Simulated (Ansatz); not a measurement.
MoS2:

```
CELL_PARAMETERS angstrom
3.16900 0.00000 0.00000
-1.58450 2.74443 0.00000
0.00000 0.00000 12.32400
ATOMIC_POSITIONS crystal
Mo 0.66667 0.33333 0.75000
Mo 0.33333 0.66667 0.25000
S 0.66667 0.33333 0.37700
S 0.33333 0.66667 0.87700
S 0.66667 0.33333 0.12300
S 0.33333 0.66667 0.62300
```

Base run:

| Item | Value |
| --- | --- |
| Program | Ansatz 0.2.0 |
| Functional | PBEsol |
| Potentials or basis | Ansatz PAW |
| Cutoff | 420 eV (not typed: the program's choice for these potentials) |
| k mesh | 10 × 10 × 3 |
| Occupations | fermi-dirac, width 0.05 eV |
| Spin | no spin polarisation |
| Hubbard terms | Mo d U = 2 eV |

Its results: band gap on the k mesh 0.92 eV, indirect (least direct gap 1.80 eV); pressure -3.0 GPa; largest force 0.319 eV/Å.

Problem. The run is repeated on the same cell with these changes: hubbard terms from Mo d U = 2 eV to Mo d U = 5 eV. What comes out?

Solution. Band gap on the k mesh 1.02 eV, indirect (least direct gap 1.61 eV); pressure -2.9 GPa; largest force 0.328 eV/Å.

Caveats: odd divisions of the mesh miss points on the zone boundary, where band edges often lie, so the gap on the mesh can be too wide; this functional lacks dispersion, which binds the layers, so the pressure and a relaxed spacing across them are unreliable; the PAW data sets come from PBE, with cores solved anew for the run's functional, which leaves a small shift of forces and pressure.

A k mesh can miss the band edges.
